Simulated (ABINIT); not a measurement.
Crystal: AlN.

```
CELL_PARAMETERS angstrom
0.00000 2.03452 2.03452
2.03452 0.00000 2.03452
2.03452 2.03452 0.00000
ATOMIC_POSITIONS crystal
Al 0.50000 0.50000 0.50000
N 0.00000 0.00000 0.00000
```

Measurements of this composition are mostly on another form, of space group No. 186.

Base run:

- Program: ABINIT 10.8.3 (patched build)
- Functional: TB-mBJ
- Potentials or basis: JTH PAW LDA v2.0
- Cutoff: 844 eV
- k mesh: 11 × 11 × 11
- Occupations: fermi-dirac, width 0.05 eV
- Spin: no spin polarisation

Its results: band gap on the k mesh 5.65 eV, indirect (least direct gap 6.41 eV).

**Question.** The run is repeated on the same cell with these changes: functional from TB-mBJ to r2SCAN; potentials or basis from JTH PAW LDA v2.0 to JTH PAW PBE v2.0. What comes out?

**Answer.** Band gap on the k mesh 5.34 eV, indirect (least direct gap 6.18 eV).

Caveats: the mesh misses the band edges, which the band path finds closer together; the constant c of TB-mBJ comes from the pseudo density here, which moves gaps by up to 0.3 eV between sets of potentials (some runs).
